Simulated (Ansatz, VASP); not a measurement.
**SiC in VASP and in Ansatz**

File INCAR:

```
ALGO     = Normal         # electronic algorithm
EDIFF    = 1E-7           # SCF threshold, eV
ENCUT    = 520            # plane-wave cutoff, eV
GGA      = PE             # functional
ISIF     = 2              # what is computed and relaxed
ISMEAR   = -1             # smearing method
LASPH    = T              # aspherical terms in the spheres
LCHARG   = F              # write CHGCAR
LREAL    = F              # projectors in reciprocal space
LWAVE    = F              # write WAVECAR
NBANDS   = 11             # bands
NELM     = 60             # most SCF steps
PREC     = Accurate       # precision mode
SIGMA    = 0.02           # smearing width, eV
```

KPOINTS

```
k-points
0
Gamma
  10 10 10
```

The input POSCAR:

```
SiC
1.0
    0.0000000000      2.1780497564      2.1780497564
    2.1146685085      0.0000000000      2.1780497564
    2.1146685085      2.1780497564      0.0000000000
Si C
1 1
Direct
    0.2500000000      0.2500000000      0.2500000000
    0.0000000000      0.0000000000      0.0000000000
```

Input for Ansatz:

```yaml
crystal:
  lattice:
    - [0.0, 2.1780497564, 2.1780497564]
    - [2.1146685085, 0.0, 2.1780497564]
    - [2.1146685085, 2.1780497564, 0.0]
  atoms:
    - { symbol: Si, position: [0.25, 0.25, 0.25] }
    - { symbol: C, position: [0.0, 0.0, 0.0] }
kpoints:
  mp_grid: { grid: [10, 10, 10] }
  band_path:
    path:
      - [0.0, 0.0, 0.0]
      - [-0.5, -0.5, 0.0]
      - [-0.375, -0.375, 0.25]
      - [-0.375, 0.0, 0.375]
      - [0.0, 0.0, 0.5]
      - [-0.5, -0.25, 0.25]
      - [0.0, 0.5, 0.5]
    npoints: 1
hamiltonian:
  xc: pbe
scf:
  occupations: { method: fermi_dirac, width: 0.02 }
  n_extra_bands: 4
output:
  forces: true
  stress: true
  eigenvalues: true
  write_density: true
  write_potential: true
  elf: true
  volumetric_format: npy
```

Change from the starting cell: uniaxial_x strain -2.9%.

Alike in both runs: task single point; functional PBE; k mesh 10 × 10 × 10; occupations fermi-dirac, width 0.02 eV; no spin polarisation.

```csv
,VASP,Ansatz
version,VASP 6.6.1,Ansatz 0.2.0
potentials or method,"VASP PAW PBE potentials, release 64 (Si, C)","plane waves, PAW"
plane-wave cutoff (eV),520,420
valence electrons in the cell,8,8
```

VASP gave:

| Item | Value |
| --- | --- |
| gap on the k mesh at the Fermi level (eV) | 1.02 |
| pressure (GPa) | 10.5 |
| largest component of the traceless stress (GPa) | 4.75 |

Task: What did Ansatz give for the same quantities?

Result: gap on the k mesh at the Fermi level (eV): 1.02; pressure (GPa): 10.6; largest component of the traceless stress (GPa): 4.74.

A k mesh can miss the band edges.
